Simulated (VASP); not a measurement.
**SiO₂ in VASP 6.6.1, single-point calculation**

INCAR

```
NELM = 82
LREAL = .FALSE.
LWAVE = .FALSE.
EDIFF = 1E-7
NBANDS = 25
LCHARG = .FALSE.
ISIF = 2
PREC = Accurate
NSW = 0
IBRION = -1
ISMEAR = -5
SIGMA = 0.2
GGA = PE
LASPH = .TRUE.
ALGO = Normal
ENCUT = 520
```

KPOINTS

```
KPOINTS created by Atomic Simulation Environment
0
Gamma
6 6 10
0 0 0
```

POSCAR

```
Si O
 1.0000000000000000
     4.1851887985999996    0.0000000000000000    0.0000000000000000
     0.0000000000000000    4.1851887985999996    0.0000000000000000
     0.0000000000000000    0.0000000000000000    2.7222166888000001
 Si  O
   2   4
Cartesian
  0.0000000000000000  0.0000000000000000  0.0000000000000000
  2.0925943992999998  2.0925943992999998  1.3611083444000001
  1.2806985796412340  1.2806985796412340  0.0000000000000000
  0.8118958196587656  3.3732929789412340  1.3611083444000001
  3.3732929789412340  0.8118958196587656  1.3611083444000001
  2.9044902189587654  2.9044902189587654  0.0000000000000000
```

The recommended PBE PAW datasets give the neutral cell 32 valence electrons.

Command

```
mpirun -np 1 vasp_std
```

Question: Predict the outcome of this run.

Answer: It converged. Results: gap between bands v and c on the k mesh 5.11 eV; least direct gap on the k mesh 5.11 eV; pressure 2.4 GPa; largest force 0.07 eV/Å. Band v is the last that the valence electrons fill when counted band by band, and c is the next.

OSZICAR

```
N       E                     dE             d eps       ncg     rms          rms(c)
DAV:   1     0.135074772042E+03    0.13507E+03   -0.17647E+04  3000   0.123E+03
DAV:   2    -0.440268707555E+02   -0.17910E+03   -0.17211E+03  3844   0.277E+02
DAV:   3    -0.508583540946E+02   -0.68315E+01   -0.68005E+01  4014   0.515E+01
DAV:   4    -0.509022088645E+02   -0.43855E-01   -0.43839E-01  3547   0.480E+00
DAV:   5    -0.509025610923E+02   -0.35223E-03   -0.35217E-03  4036   0.410E-01    0.171E+01
DAV:   6    -0.462244365826E+02    0.46781E+01   -0.13161E+01  3782   0.244E+01    0.776E+00
DAV:   7    -0.462739646041E+02   -0.49528E-01   -0.78711E-01  3830   0.503E+00    0.288E+00
DAV:   8    -0.462872796332E+02   -0.13315E-01   -0.26695E-02  3773   0.139E+00    0.109E+00
DAV:   9    -0.462938850305E+02   -0.66054E-02   -0.97858E-03  3811   0.828E-01    0.260E-01
DAV:  10    -0.462940933422E+02   -0.20831E-03   -0.50939E-04  3806   0.158E-01    0.458E-02
DAV:  11    -0.462940702048E+02    0.23137E-04   -0.89433E-05  3808   0.678E-02    0.757E-03
DAV:  12    -0.462940709905E+02   -0.78566E-06   -0.52444E-06  3728   0.163E-02    0.320E-03
DAV:  13    -0.462940710771E+02   -0.86581E-07   -0.36744E-07  3867   0.431E-03
   1 F= -.46294071E+02 E0= -.46294071E+02  d E =0.000000E+00
```

For comparison, a separate PBE run of the intended cell, on usual settings and not on those above, gives a gap of 5.11 eV on its mesh and a pressure of 2.4 GPa.
